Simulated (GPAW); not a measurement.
Cs2AgBiBr6:

```
Bi Cs Ag Br
1.0
     0.00000    5.61610    5.61610
     5.61610    0.00000    5.61610
     5.61610    5.61610    0.00000
Bi Cs Ag Br
1 2 1 6
Direct
  0.00000 0.00000 0.00000
  0.75000 0.75000 0.75000
  0.25000 0.25000 0.25000
  0.50000 0.50000 0.50000
  0.74945 0.74945 0.25055
  0.25055 0.25055 0.74945
  0.74945 0.25055 0.25055
  0.74945 0.25055 0.74945
  0.25055 0.74945 0.74945
  0.25055 0.74945 0.25055
```

Base run:

* Program: GPAW 26.7.0
* Functional: PBE
* Potentials or basis: GPAW PAW data sets (gpaw-data 1.2.1)
* Cutoff: 400 eV
* Basis: pw
* k mesh: 4 × 4 × 4
* Occupations: fermi-dirac, width 0.001 eV
* Spin: no spin polarisation
* Hubbard terms: Ag d U = 8.0 eV

Its results: band gap on the k mesh 1.85 eV, indirect (least direct gap 2.76 eV); electronic dielectric tensor (diagonal) 4.07.

Question: After a change of settings the same cell gave: band gap on the k mesh 1.58 eV, indirect (least direct gap 2.70 eV); electronic dielectric tensor (diagonal) 4.32. Which change was it?
A. hubbard terms from Ag d U = 8.0 eV to Ag d U = 4.0 eV
B. hubbard terms from Ag d U = 8.0 eV to none
C. hubbard terms from Ag d U = 8.0 eV to Ag d U = 2.0 eV

Answer: A.

Caveats: the long-wavelength limit can be off by several per cent where d states take part; response on these states lacks terms of the Hamiltonian; spin-orbit coupling is left out, which as a rule narrows the gap of such compounds by several tenths of an eV; an odd mesh through Γ misses points on the zone boundary, where band edges often lie.

Not every run made on this cell is shown here.
